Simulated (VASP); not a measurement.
# HfO2 (P2_1/c) in VASP: notebook, part 2 of 2

VASP 6.6.1.

## Step 3: Single point, PBEsol

The input, INCAR:

```
PREC     = Accurate       # precision mode
ENCUT    = 520            # plane-wave cutoff, eV
EDIFF    = 1E-6           # SCF threshold, eV
ISMEAR   = 0              # smearing method
SIGMA    = 0.02           # smearing width, eV
LREAL    = False          # projectors in reciprocal space
LASPH    = True           # aspherical terms in the spheres
NELM     = 100            # most SCF steps
ALGO     = Normal         # electronic algorithm
ISIF     = 2              # what is computed and relaxed
LWAVE    = False          # write WAVECAR
LCHARG   = False          # write CHGCAR
GGA      = PS             # functional
```

The input, KPOINTS:

```
regular mesh
0
Gamma
  6 6 6
```

The input, POSCAR:

```
HfO2
1.0
    5.0762300000      0.0000000000     -0.0024800000
    0.0000000000      5.1542900000      0.0000000000
   -0.8756500000      0.0000000000      5.1713200000
Hf O
4 8
Direct
    0.2773100000      0.4573000000      0.7076600000
    0.7226900000      0.9573000000      0.7923400000
    0.7226900000      0.5427000000      0.2923400000
    0.2773100000      0.0427000000      0.2076600000
    0.4470700000      0.7418200000      0.9808000000
    0.5529300000      0.2418200000      0.5192000000
    0.5529300000      0.2581800000      0.0192000000
    0.4470700000      0.7581800000      0.4808000000
    0.0711500000      0.3371800000      0.3408000000
    0.9288500000      0.8371800000      0.1592000000
    0.9288500000      0.6628200000      0.6592000000
    0.0711500000      0.1628200000      0.8408000000
```

Potentials or basis: VASP PAW PBE potentials, release 64 (Hf_pv, O).

Run with:

```
$ cat potpaw_PBE.64/Hf_pv/POTCAR potpaw_PBE.64/O/POTCAR > POTCAR
$ mpirun -np 1 vasp_std > vasp.out
```

OUTCAR:

```text
PREC = Accurate
   ENCUT = 520
   EDIFF = 1E-6
   ISMEAR = 0
   LREAL = False
   LASPH = True
   NELM = 100
   ISIF = 2
   GGA = PS

 ion  position               nearest neighbor table
   1  0.277  0.457  0.708-  12 2.03  11 2.04   9 2.12   5 2.13   6 2.15   8 2.22   7 2.22   3 3.29
                             4 3.38   4 3.38   2 3.41   2 3.41   3 3.42   3 3.52
   2  0.723  0.957  0.792-  11 2.03  12 2.04  10 2.12   6 2.13   5 2.15   7 2.22   8 2.22   4 3.29
                             3 3.38   3 3.38   1 3.41   1 3.41   4 3.42   4 3.52
[... 1564 lines left out ...]
  energy-cutoff  :      520.00
  volume of cell :      135.29
      direct lattice vectors                 reciprocal lattice vectors
     5.076230000  0.000000000 -0.002480000     0.197012888  0.000000000  0.033359826
     0.000000000  5.154290000  0.000000000     0.000000000  0.194013142  0.000000000
    -0.875650000  0.000000000  5.171320000     0.000094481  0.000000000  0.193390224

 POSITION                                       TOTAL-FORCE (eV/Angst)
 -----------------------------------------------------------------------------------
      0.78803      2.35706      3.65885        -0.000936      0.001033      0.002309
      2.97473      4.93420      4.09565         0.000936      0.001033     -0.002309
      3.41255      2.79723      1.50999         0.000936     -0.001033     -0.002309
      1.22585      0.22009      1.07319        -0.000936     -0.001033      0.002309
      1.41059      3.82356      5.07092        -0.003883     -0.001312     -0.003734
      2.35216      1.24641      2.68358         0.003883     -0.001312      0.003734
      2.78999      1.33073      0.09792         0.003883      0.001312      0.003734
      1.84842      3.90788      2.48526        -0.003883      0.001312     -0.003734
      0.06275      1.73792      1.76221         0.000450      0.003837     -0.001987
      4.57565      4.31507      0.82097        -0.000450      0.003837      0.001987
      4.13783      3.41637      3.40663        -0.000450     -0.003837      0.001987
     -0.37507      0.83922      4.34787         0.000450     -0.003837     -0.001987
 -----------------------------------------------------------------------------------
    total drift:                                0.000000     -0.000000     -0.000000

  FREE ENERGIE OF THE ION-ELECTRON SYSTEM (eV)
  ---------------------------------------------------
  free  energy   TOTEN  =      -127.3810346135 eV

  energy  without entropy=     -127.3810346135  energy(sigma->0) =     -127.38103461
```

stdout:

```text
POSCAR found type information on POSCAR HfO
 POSCAR found :  2 types and      12 ions
 scaLAPACK will be used
 -----------------------------------------------------------------------------
|                                                                             |
|                                                                             |
|     You enforced a specific xc type in the INCAR file but a different       |
|     I HOPE YOU KNOW WHAT YOU ARE DOING!                                     |
|                                                                             |
 -----------------------------------------------------------------------------

 LDA part: xc-table for (Slater+PW92), standard interpolation
 POSCAR, INCAR and KPOINTS ok, starting setup
 FFT: planning ... GRIDC
 FFT: planning ... GRID_SOFT
 FFT: planning ... GRID
 WAVECAR not read
 entering main loop
```

It took 6.2 min on 1 thread of AMD EPYC 9R14 (Zen 4), shared host; peak memory 0.49 GiB.

What came out:

```
Free energy            : -127.3810 eV
Pressure               : 0.2 GPa
Largest force          : 0.006 eV/Å
Band gap on the k mesh : 3.96 eV, indirect (least direct gap 4.06 eV)
```

Forces in eV/Å, atoms in the order of the input:
```
Hf  -0.001  0.001  0.002
Hf   0.001  0.001 -0.002
Hf   0.001 -0.001 -0.002
Hf  -0.001 -0.001  0.002
O   -0.004 -0.001 -0.004
O    0.004 -0.001  0.004
O    0.004  0.001  0.004
O   -0.004  0.001 -0.004
O    0.000  0.004 -0.002
O    0.000  0.004  0.002
O    0.000 -0.004  0.002
O    0.000 -0.004 -0.002
```

Caveat: the PAW data sets were made with another functional, which shifts forces and pressure a little; spin-orbit coupling is left out, which moves the levels of the heavy elements.

## Step 4: Single point, PBEsol

INCAR: that of step 3 with these lines changed.

```diff
@@ -4,3 +4,3 @@
 ISMEAR   = 0              # smearing method
-SIGMA    = 0.02           # smearing width, eV
+SIGMA    = 0.5            # smearing width, eV
 LREAL    = False          # projectors in reciprocal space
```

The input, KPOINTS:

```
regular mesh
0
Gamma
  4 4 4
```

POSCAR is that of step 3.

Potentials or basis: VASP PAW PBE potentials, release 64 (Hf_pv, O).

Run with:

```
$ cat potpaw_PBE.64/Hf_pv/POTCAR potpaw_PBE.64/O/POTCAR > POTCAR
$ mpirun -np 1 vasp_std > vasp.out
```

OUTCAR:

```text
PREC = Accurate
   ENCUT = 520
   EDIFF = 1E-6
   ISMEAR = 0
   LREAL = False
   LASPH = True
   NELM = 100
   ISIF = 2
   GGA = PS

 ion  position               nearest neighbor table
   1  0.277  0.457  0.708-  12 2.03  11 2.04   9 2.12   5 2.13   6 2.15   8 2.22   7 2.22   3 3.29
                             4 3.38   4 3.38   2 3.41   2 3.41   3 3.42   3 3.52
   2  0.723  0.957  0.792-  11 2.03  12 2.04  10 2.12   6 2.13   5 2.15   7 2.22   8 2.22   4 3.29
                             3 3.38   3 3.38   1 3.41   1 3.41   4 3.42   4 3.52
   3  0.723  0.543  0.292-  10 2.03   9 2.04  11 2.12   7 2.13   8 2.15   6 2.22   5 2.22   1 3.29
                             2 3.38   2 3.38   4 3.41   4 3.41   1 3.42   1 3.52
   4  0.277  0.043  0.208-   9 2.03  10 2.04  12 2.12   8 2.13   7 2.15   5 2.22   6 2.22   2 3.29
                             1 3.38   1 3.38   3 3.41   3 3.41   2 3.42   2 3.52
   5  0.447  0.742  0.981-   1 2.13   2 2.15   4 2.22   3 2.22
   6  0.553  0.242  0.519-   2 2.13   1 2.15   3 2.22   4 2.22
   7  0.553  0.258  0.019-   3 2.13   4 2.15   2 2.22   1 2.22
   8  0.447  0.758  0.481-   4 2.13   3 2.15   1 2.22   2 2.22
   9  0.071  0.337  0.341-   4 2.03   3 2.04   1 2.12
  10  0.929  0.837  0.159-   3 2.03   4 2.04   2 2.12
[... 226 lines left out ...]
      5     -25.9845      2.00000
      6     -25.9433      2.00000
[... 1309 lines left out ...]
     51       9.4370      0.00000
     52       9.4370      0.00000

 [... further k-points ...]
[... 5 lines left out ...]
  --------------------------------------------------------------------------------------
  -------------------------------------------------------------------------------------
  Total        0.1975192      0.2287845      0.1850124      0.0000000      0.0000000     -0.0124929
  in kB        2.3390761      2.7093276      2.1909673      0.0000000      0.0000000     -0.1479442
  external PRESSURE =       2.4131237 kB  Pullay stress =       0.0000000 kB

 VOLUME and BASIS-vectors are now :
 -----------------------------------------------------------------------------
  energy-cutoff  :      520.00
  volume of cell :      135.29
      direct lattice vectors                 reciprocal lattice vectors
     5.076230000  0.000000000 -0.002480000     0.197012888  0.000000000  0.033359826
     0.000000000  5.154290000  0.000000000     0.000000000  0.194013142  0.000000000
    -0.875650000  0.000000000  5.171320000     0.000094481  0.000000000  0.193390224

 POSITION                                       TOTAL-FORCE (eV/Angst)
 -----------------------------------------------------------------------------------
      0.78803      2.35706      3.65885        -0.000873      0.000987      0.002331
      2.97473      4.93420      4.09565         0.000873      0.000987     -0.002331
      3.41255      2.79723      1.50999         0.000873     -0.000987     -0.002331
      1.22585      0.22009      1.07319        -0.000873     -0.000987      0.002331
      1.41059      3.82356      5.07092        -0.003864     -0.001322     -0.003784
      2.35216      1.24641      2.68358         0.003864     -0.001322      0.003784
      2.78999      1.33073      0.09792         0.003864      0.001322      0.003784
      1.84842      3.90788      2.48526        -0.003864      0.001322     -0.003784
      0.06275      1.73792      1.76221         0.000477      0.003892     -0.001953
      4.57565      4.31507      0.82097        -0.000477      0.003892      0.001953
      4.13783      3.41637      3.40663        -0.000477     -0.003892      0.001953
     -0.37507      0.83922      4.34787         0.000477     -0.003892     -0.001953
 -----------------------------------------------------------------------------------
    total drift:                                0.000000     -0.000000     -0.000000

  FREE ENERGIE OF THE ION-ELECTRON SYSTEM (eV)
  ---------------------------------------------------
  free  energy   TOTEN  =      -127.3809509650 eV

  energy  without entropy=     -127.3809509622  energy(sigma->0) =     -127.38095096
```

Wall time 2.4 min (1 thread of AMD EPYC 9R14 (Zen 4), shared host); peak memory 0.3 GiB.

Results:

- Free energy: -127.3810 eV
- Pressure: 0.2 GPa
- Largest force: 0.006 eV/Å
- Band gap on the k mesh: 3.96 eV, indirect (least direct gap 4.06 eV)

Forces on the atoms (eV/Å):
```
Hf  -0.001  0.001  0.002
Hf   0.001  0.001 -0.002
Hf   0.001 -0.001 -0.002
Hf  -0.001 -0.001  0.002
O   -0.004 -0.001 -0.004
O    0.004 -0.001  0.004
O    0.004  0.001  0.004
O   -0.004  0.001 -0.004
O    0.000  0.004 -0.002
O    0.000  0.004  0.002
O    0.000 -0.004  0.002
O    0.000 -0.004 -0.002
```

Caveat: the PAW data sets were made with another functional, which shifts forces and pressure a little; spin-orbit coupling is left out, which moves the levels of the heavy elements.

## Step 5: The runs side by side

| k mesh | cutoff (eV) | smearing | gap on the mesh (eV) | pressure (GPa) | largest force (eV/Å) |
| --- | --- | --- | --- | --- | --- |
| 4 × 4 × 4 | 700 | gaussian 0.02 eV | 3.96 | 0.0 | 0.01 |
| 6 × 6 × 6 | 520 | gaussian 0.02 eV | 3.96 | 0.2 | 0.01 |
| 4 × 4 × 4 | 520 | gaussian 0.5 eV | 3.96 | 0.2 | 0.01 |

Alike in all rows: task single point; level PBEsol; potentials or basis VASP PAW PBE potentials, release 64 (Hf_pv, O); no spin polarisation; cell as given.

On the cell as given the gap runs from 3.96 eV (PBEsol) to 3.96 eV (PBEsol); the meshes differ, which moves gaps too.

Caveats: the PAW data sets were made with another functional, which shifts forces and pressure a little; spin-orbit coupling is left out, which moves the levels of the heavy elements.

Absolute energies hang on the potentials; compare differences alone.

## Step 6: Against experiment

Step 2. A measured gap of HfO2 is 5.54 eV (indirect; quoted in “Temperature dependence of self-trapped exciton luminescence in nanostructured hafnia powder”, 2021, arxiv:2112.02602); the calculated 3.96 eV misses it by -1.58 eV. Spin-orbit coupling on Hf is left out. The value is that of PBEsol on a finite k mesh, which can miss the band edges, without temperature or zero-point motion. Semilocal functionals fall short of measured gaps as a rule. The cell is a database's relaxed one, not the measured one, which moves gaps too.

Step 3. Against the measured gap of HfO2, 5.54 eV (indirect; quoted in “Temperature dependence of self-trapped exciton luminescence in nanostructured hafnia powder”, 2021, arxiv:2112.02602), the calculated 3.96 eV is off by -1.58 eV. Spin-orbit coupling on Hf is left out. The value is that of PBEsol on a finite k mesh, which can miss the band edges, without temperature or zero-point motion. Semilocal functionals fall short of measured gaps as a rule. The cell is a database's relaxed one, not the measured one, which moves gaps too.

Step 4. A measured gap of HfO2 is 5.54 eV (indirect; quoted in “Temperature dependence of self-trapped exciton luminescence in nanostructured hafnia powder”, 2021, arxiv:2112.02602); the calculated 3.96 eV misses it by -1.58 eV. Spin-orbit coupling on Hf is left out. The value is that of PBEsol on a finite k mesh, which can miss the band edges, without temperature or zero-point motion. Semilocal functionals fall short of measured gaps as a rule. The cell is a database's relaxed one, not the measured one, which moves gaps too.
